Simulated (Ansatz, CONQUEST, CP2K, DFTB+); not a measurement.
# Which run comes nearest? Rutile SnO2, size series (48 atoms)

The cell holds 48 atoms: 16 Sn and 32 O. Cell: a = 9.474 Å, b = 9.474 Å, c = 6.372 Å, α = 90.0°, β = 90.0°, γ = 90.0°. It derives from SnO2 (rutile), repeated 2×2×2. Rutile SnO2 (cell 4.737, 4.737, 3.186, 90, 90, 90), 2 x 2 x 2 conventional cells; ideal positions. Then every atom was moved at random, 0.02 Å r.m.s. a Cartesian component.

Geometry: as built.

The reference, a calculation:

| Quantity | Value |
| --- | --- |
| method | Kohn-Sham DFT, PBE, PAW, plane waves (Ansatz 0.2.0); cutoff 420 eV, Γ point, fermi-dirac smearing of 0.05 eV; PAW set soft_2 |
| r.m.s. force component | 0.4482 eV/Å |
| longest force | 1.769 eV/Å |
| pressure | 11.61 GPa |
| gap (highest filled to lowest empty level) | 1.223 eV |
| SCF cycles | 8 |
| time | 11 s on 4 threads of Intel Xeon Platinum 8259CL at 2.50GHz (Skylake/Cascade Lake), shared host |
| CPU time | 26 s |

Q: Estimate the differences from the reference, the CPU time and the memory of each run.
- CP2K PBE, SZV-MOLOPT-SR, 600/50 Ry, diagonalisation (CP2K 2026.2; 1 thread)
- CP2K PBE, SZV-MOLOPT-SR, 600/50 Ry, TRS4 filter 1e-07, SCF 1e-07 (CP2K 2026.2; 1 thread)
- CONQUEST PBE, grid 60 Ha (CONQUEST 1.3; 2 MPI ranks)
- CONQUEST PBE, grid 120 Ha (CONQUEST 1.3; 2 MPI ranks)
- CP2K PBE, DZVP-MOLOPT-SR, 600/50 Ry, diagonalisation (CP2K 2026.2; 2 threads)
- CP2K PBE, SZV-MOLOPT-SR, 600/50 Ry, TRS4 filter 1e-04, SCF 1e-05 (CP2K 2026.2; 1 thread)
- CP2K PBE, SZV-MOLOPT-SR, 600/50 Ry, TRS4 filter 1e-06, SCF 1e-06 (CP2K 2026.2; 1 thread)
- DFTB+ GFN1-xTB (DFTB+ 25.1; 1 thread)

Differences are against the plane-wave reference, forces as r.m.s. over components; share is that over the reference's r.m.s. force, slope the least-squares factor from reference forces to these. Total energies of different programs have different zeros and aren't compared.

```csv
run,"Δ force, r.m.s. (meV/Å)",share (%),slope,Δ pressure (GPa),Δ gap (eV),cores,CPU time,memory (GiB)
reference,-,-,-,-,-,4,26 s,0.84
"CP2K PBE, SZV-MOLOPT-SR, 600/50 Ry, diagonalisation (coarse)",141,31.4,1.273,12.9,-,1,2.9 min,1.5
"CP2K PBE, SZV-MOLOPT-SR, 600/50 Ry, TRS4 filter 1e-07, SCF 1e-07 (coarse)",139,31.0,1.271,12.7,-,1,64 s,0.83
"CONQUEST PBE, grid 60 Ha (coarse)",252,56.3,0.897,10.0,-0.266,2,4.2 min,2.6
"CONQUEST PBE, grid 120 Ha",58.3,13.0,1.108,6.72,-0.250,2,7.9 min,5.1
"CP2K PBE, DZVP-MOLOPT-SR, 600/50 Ry, diagonalisation",46.9,10.5,0.982,3.03,-0.201,2,8 min,1.7
"CP2K PBE, SZV-MOLOPT-SR, 600/50 Ry, TRS4 filter 1e-04, SCF 1e-05 (coarse)",148,33.1,1.296,12.9,-,1,54 s,0.84
"CP2K PBE, SZV-MOLOPT-SR, 600/50 Ry, TRS4 filter 1e-06, SCF 1e-06 (coarse)",139,31.0,1.268,12.7,-,1,70 s,0.83
DFTB+ GFN1-xTB,265,59.2,0.823,-16.7,-,1,9.4 s,0.2
```

Rows marked coarse were listed beforehand as settings not expected to be converged; some can still land near the reference.

CPU time is summed over cores on a shared host, where runs went side by side, so it is rough. Symmetry, cutoffs, thresholds, outputs and thread counts weren't matched or tuned between programs; memory under MPI is the largest rank's times the ranks.

The PBE runs in local orbitals, coarse settings apart, differ by 10 % (CP2K PBE, DZVP-MOLOPT-SR, 600/50 Ry, diagonalisation) to 13 % (CONQUEST PBE, grid 120 Ha); basis, grid and potentials can all enter. Tight binding differs by 59 % (DFTB+ GFN1-xTB); it is another model, with fitted parameters of its own, and the xTB methods hold dispersion. Runs with settings chosen to be coarse differ by 31 % (CP2K PBE, SZV-MOLOPT-SR, 600/50 Ry, TRS4 filter 1e-06, SCF 1e-06) to 56 % (CONQUEST PBE, grid 60 Ha), their programs' other errors included. One electronic-structure run takes under half the reference's CPU time: DFTB+ GFN1-xTB, at 59 % in 9.4 s against 26 s; its pressure misses by -16.7 GPa. Periodic xTB results under one method name differ between programs and library versions (DFTB+ here holds tblite 0.3). The electronic-structure runs sample only Γ, in a cell whose shortest periodic width is 6 Å.

[Logs are printed without paths, hosts, clocks, repeated set-up lines and the standing remarks that a program may print on its own settings, such as how far it seeks lower states.]

[Hosts, paths, dates, database ids (printed as entryN), source tags and the programs' standing remarks are cut or masked in the printed files.]
